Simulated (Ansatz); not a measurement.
All numbers below come from DFT PBE, scalar-relativistic, plane waves, PAW in Ansatz. All cells share a 420 eV cutoff and Γ-centred k meshes spaced at most about 0.3 Å⁻¹ (about 0.25 or finer for metals, 2π included). No spin polarisation.

All energies are static (0 K, no zero-point motion).

Problem. Order these relaxed structures of SiGe₆ by energy, lowest first, with the energy over the lowest of them.
A.

```
Si Ge
1.0
    -2.01976    2.01976   19.99135
     2.01976   -2.01976   19.99135
     2.01976    2.01976  -19.99135
Si Ge
2 12
Direct
  0.00000 0.00000 0.00000
  0.75000 0.25000 0.50000
  0.60691 0.10691 0.50000
  0.14309 0.14309 0.00000
  0.17925 0.67925 0.50000
  0.57075 0.57075 0.00000
  0.46556 0.96556 0.50000
  0.03444 0.53444 0.50000
  0.28444 0.28444 0.00000
  0.71556 0.71556 0.00000
  0.85691 0.85691 0.00000
  0.32075 0.82075 0.50000
  0.89309 0.39309 0.50000
  0.42925 0.42925 0.00000
```

B.

```
Si Ge
1.0
     2.50250   -4.83693    0.00000
     2.50250    4.83693    0.00000
     0.00000    0.00000    5.82839
Si Ge
1 6
Direct
  0.50000 0.50000 0.50000
  0.29542 0.70458 0.77682
  0.70458 0.29542 0.77682
  0.70458 0.29542 0.22318
  0.29542 0.70458 0.22318
  0.00000 0.00000 0.73218
  0.00000 0.00000 0.26782
```

Solution. A (0 meV/atom), B (298 meV/atom). Forms: A I4_1/amd; B Cmmm. Counting Ge atoms around Si (those within 1.25 times the shortest such distance or 1.15 times the sum of covalent radii, 1.27 where that leaves under three; a plus sign parts nearer from farther groups): A has Si 4; B has Si 4+4. Both come from invented guesses.

Cells relaxed within their symmetry can be saddle points. Some structure types and database cells were kept out of the candidates from the start, so a known form may be missing.
